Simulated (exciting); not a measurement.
Set up this calculation in exciting (release sodium), as the native input.

```yaml
Task: single point
Functional: PBEsol
Potentials_or_basis: all-electron LAPW+lo, shipped species files, valence relativity iora*
rgkmax: 7.5
k_mesh: 12 × 12 × 12
Occupations: fermi-dirac, width 0.05 eV
Spin: no spin polarisation
gmaxvr_cutoff_of_density_and_potential: 14 1/bohr
lmaxapw_and_lmaxmat: 10
lmaxvr: 8
nempty: 8
Valence_relativity: iora*
epsengy: 1e-05 Ha
epspot: 1e-05 Ha
maxscl: 60
Muffin-tin_radii: Al 2.0 bohr
```

The system is Al.

```
Al
1.0
    -1.59122    1.59122    1.59122
     1.59122   -1.59122    1.59122
     1.59122    1.59122   -1.59122
Al
1
Direct
  0.00000 0.00000 0.00000
```

This isn't the form of Al at room conditions, which is fcc.

These files were run (other wordings do the same):

input.xml

```xml
<input>
  <title>Al</title>
  <structure speciespath="./" tshift="false">
    <crystal scale="1">
      <basevect>-3.006967528486 3.006967528486 3.006967528486</basevect>
      <basevect>3.006967528486 -3.006967528486 3.006967528486</basevect>
      <basevect>3.006967528486 3.006967528486 -3.006967528486</basevect>
    </crystal>
    <species speciesfile="Al.xml" rmt="2">
      <atom coord="0.000000000000 0.000000000000 0.000000000000"/>
    </species>
  </structure>
  <groundstate do="fromscratch" ngridk="12 12 12" rgkmax="7.5" gmaxvr="14" lmaxapw="10" lmaxmat="10" lmaxvr="8" xctype="GGA_PBE_SOL" stype="Fermi Dirac" swidth="0.00183747" nempty="8" ValenceRelativity="iora*" epsengy="1e-05" epspot="1e-05" maxscl="60" tforce="true" outputlevel="normal"/>
  <properties>
    <chargedensityplot>
      <plot3d>
        <box grid="14 14 14">
          <origin coord="0 0 0"/>
          <point coord="1 0 0"/>
          <point coord="0 1 0"/>
          <point coord="0 0 1"/>
        </box>
      </plot3d>
    </chargedensityplot>
    <elfplot>
      <plot3d>
        <box grid="14 14 14">
          <origin coord="0 0 0"/>
          <point coord="1 0 0"/>
          <point coord="0 1 0"/>
          <point coord="0 0 1"/>
        </box>
      </plot3d>
    </elfplot>
    <exccplot>
      <plot3d>
        <box grid="14 14 14">
          <origin coord="0 0 0"/>
          <point coord="1 0 0"/>
          <point coord="0 1 0"/>
          <point coord="0 0 1"/>
        </box>
      </plot3d>
    </exccplot>
  </properties>
</input>
```

Potentials or basis: all-electron LAPW+lo, shipped species files, valence relativity iora*.

The run is started by

```sh
$ OMP_NUM_THREADS=1 exciting_smp
```

Results of the run:

```yaml
Band_gap_on_the_k_mesh: none (metal or under the smearing width)
All_electrons_inside_the_program's_atomic_spheres: Al 10.89 (radii Al 2.0 bohr)
```

Caveat: the log's total energy holds no entropy term; the free energy is that total less TS from the occupations.

It took 22 s on 1 thread of Arm Neoverse V1, with other jobs on the host, peak memory 0.09 GiB.
